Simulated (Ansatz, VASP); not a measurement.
Two plane-wave programs on WS2

Contents of INCAR:

```
ALGO = Normal
EDIFF = 1E-6
ENCUT = 520
GGA = PE
ISIF = 2
ISMEAR = 0
IVDW = 12
LASPH = T
LCHARG = F
LREAL = F
LWAVE = F
NBANDS = 20
NELM = 80
PREC = Accurate
SIGMA = 0.05
```

KPOINTS

```
k-points
0
Gamma
  12 12 2
```

The input POSCAR:

```
WS2
1.0
    3.2732396973      0.0000000000      0.0000000000
   -1.6366198487      2.8347087306      0.0000000000
    0.0000000000      0.0000000000     16.0340436147
W S
1 2
Direct
    0.3333333333      0.6666666667      0.0000000000
    0.6666666667      0.3333333333      0.9079994900
    0.6666666667      0.3333333333      0.0920005100
```

Input for Ansatz:

```yaml
crystal:
  lattice:
    - [3.2732396973, 0.0, 0.0]
    - [-1.6366198487, 2.8347087306, 0.0]
    - [0.0, 0.0, 16.0340436147]
  atoms:
    - { symbol: W, position: [0.3333333333, 0.6666666667, 0.0] }
    - { symbol: S, position: [0.6666666667, 0.3333333333, 0.90799949] }
    - { symbol: S, position: [0.6666666667, 0.3333333333, 0.09200051] }
basis:
  ecutwfc: 420
kpoints:
  mp_grid: { grid: [12, 12, 2] }
hamiltonian:
  xc: pbe
  dispersion: d3bj
scf:
  occupations: { method: gaussian, width: 0.05 }
output:
  forces: true
  stress: true
  eigenvalues: true
```

Alike in both runs: task single point; functional PBE; dispersion D3(BJ); k mesh 12 × 12 × 2; occupations gaussian, width 0.05 eV; no spin polarisation.

```csv
,VASP,Ansatz
version,VASP 6.6.1,Ansatz 0.2.0
potentials or method,"VASP PAW PBE potentials, release 64 (W_sv, S)","scalar-relativistic, plane waves, PAW"
plane-wave cutoff (eV),520,420
valence electrons in the cell,26,26
```

VASP gave:

```
gap on the k mesh at the Fermi level (eV) : 0.71
least direct gap on the mesh (eV)         : 1.35
rms of the force components (eV/Å)        : 0.616
```

Q: Estimate Ansatz's values.

A: gap on the k mesh at the Fermi level (eV): 0.70; least direct gap on the mesh (eV): 1.35; rms of the force components (eV/Å): 0.615.

Atom by atom the forces differ by 0.000 eV/Å (rms over components).

Caveats: spin-orbit coupling is left out, which moves the levels of the heavy elements. Expect the measured gap to be larger: semilocal functionals such as PBE lack the derivative discontinuity.
